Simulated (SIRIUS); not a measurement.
Crystal: TiC.

```
Ti C
1.0
     3.06279    0.00000    0.00000
     1.53139    2.65245    0.00000
     1.53139    0.88415    2.50076
Ti C
1 1
Direct
  0.00000 0.00000 0.00000
  0.50000 0.50000 0.50000
```

The cell is a database's computed one.

* Program: SIRIUS 7.10.0
* Task: relaxation of cell and atoms
* Functional: revPBE
* Dispersion: D3(BJ)
* Potentials or basis: PseudoDojo 0.4.1 PBE standard (scalar relativistic)
* Cutoff: 1152 eV
* Density cutoff: 4606 eV
* k mesh: 6 × 6 × 6
* Occupations: fermi-dirac, width 0.05 eV
* Spin: no spin polarisation

At the start: pressure -11.1 GPa; volume 10.16 Å³/atom.

Q: Where does the relaxation end?

A: Over 4 steps the energy falls by 15.9 meV/atom and the volume is 9.71 Å³/atom (-4.4 %); space group Fm-3m (No. 225, to 0.05 Å).

Step by step:
| step | energy change (eV) | largest force (eV/Å) | pressure (GPa) | volume (Å³) |
| --- | --- | --- | --- | --- |
| 1 | 0.0000 | 0.0000 | -11.09 | 20.32 |
| 2 | -0.0177 | 0.0000 | -7.59 | 20.01 |
| 3 | -0.0318 | 0.0000 | 0.39 | 19.40 |
| 4 | -0.0318 | 0.0000 | -0.01 | 19.43 |

Final structure:
```
Ti C
1.0
     3.01736    0.00000    0.00000
     1.50868    2.61311    0.00000
     1.50868    0.87104    2.46366
Ti C
1 1
Direct
  0.00000 0.00000 0.00000
  0.50000 0.50000 0.50000
```

Caveat: the k mesh is coarse (spacing up to 0.42 Å⁻¹), so the values aren't converged; the potentials were made for another functional, which shifts forces and pressure; pairwise dispersion overbinds metals, which lowers pressure and volume.
